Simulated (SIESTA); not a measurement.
Ag under changes of volume

One of the cells (17.048 Å³/atom); the others are scaled copies at fixed shape and fractional positions:

```
Ag
1.0
     0.00000    2.04275    2.04275
     2.04275    0.00000    2.04275
     2.04275    2.04275    0.00000
Ag
1
Cartesian
  0.0000 0.0000 0.0000
```

| Quantity | Value |
| --- | --- |
| Program | SIESTA 5.4.2 |
| Functional | PBE |
| Potentials or basis | PseudoDojo 0.4 standard (PBE files, fully relativistic) |
| Basis | DZP (energy shift 0.003 Ry; two zetas on semicore shells) |
| Grid cutoff | 800 Ry |
| Energy shift | 0.003 Ry |
| k mesh | 8 × 8 × 8 |
| Occupations | fermi-dirac, width 0.05 eV |
| Spin | non-collinear spin, zero start, spin-orbit coupling |
| Starting moments | [[0.0, 0.0, 0.0]] μB |

```tsv
volume (Å³/atom)	energy over the lowest point (meV/atom)	pressure (GPa)
16.025	?	?
16.366	49.26	11.5
16.707	28.27	8.4
17.048	13.94	5.5
17.389	4.81	3.2
17.730	0.32	1.1
18.071	0.00	-0.7
```

Q: What does the run at 16.025 Å³/atom give?

A: Energy over the lowest point 77.26 meV/atom; pressure 14.9 GPa.

Worked out: A Birch-Murnaghan fit of order 3 (a polynomial in V^(-2/3)) to the other rows has its minimum at 17.94 Å³/atom with B0 = V·E''(V) = 89 GPa (rough, since the energies scatter). It gives 77.50 meV/atom at 16.025 Å³/atom, against the run's 77.26, and -dE/dV = 15.2 GPa, against 14.9.

Energies are extrapolated to zero smearing.

Caveats: short orbitals over semicore shells can move pressures by several GPa; the basis of atomic orbitals isn't converged, which shifts pressures, moduli and gaps.
